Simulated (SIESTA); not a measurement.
**In in SIESTA: the effect of basis**

Slab: In, a slab with vacuum.

```
CELL_PARAMETERS angstrom
3.33927 0.00000 0.00000
-1.66964 2.89190 0.00000
0.00000 0.00000 23.20746
ATOMIC_POSITIONS crystal
In 0.66667 0.33333 0.32317
In 0.33333 0.66667 0.44131
In 0.66667 0.33333 0.55869
In 0.33333 0.66667 0.67683
```

The slab is cut from a database's or a generator's crystal, which needn't be the stable form of the element.

Alike in all runs:

```yaml
Program: SIESTA 5.4.2
Task: band structure
Functional: PBE
Potentials_or_basis: PseudoDojo 0.4 standard (PBE files)
Grid_cutoff: 500 Ry
Energy_shift: 0.003 Ry
k_mesh: 9 × 9 × 1
Occupations: fermi-dirac, width 0.05 eV
Spin: no spin polarisation
```

| basis | largest force (eV/Å) | work function (eV) |
| --- | --- | --- |
| SZ | 0.37 | 4.05 |
| SZP | ? | ? |
| DZ | 0.16 | 3.75 |
| DZP | 0.14 | 3.68 |
| DZDP | 0.14 | 3.67 |
| TZP | 0.13 | 3.66 |
| TZDP | 0.11 | 3.65 |

Task: What does the run with basis SZP give?

Result: Largest force 0.22 eV/Å; work function 3.70 eV.

Caveats: the basis has no polarisation orbitals (some runs).
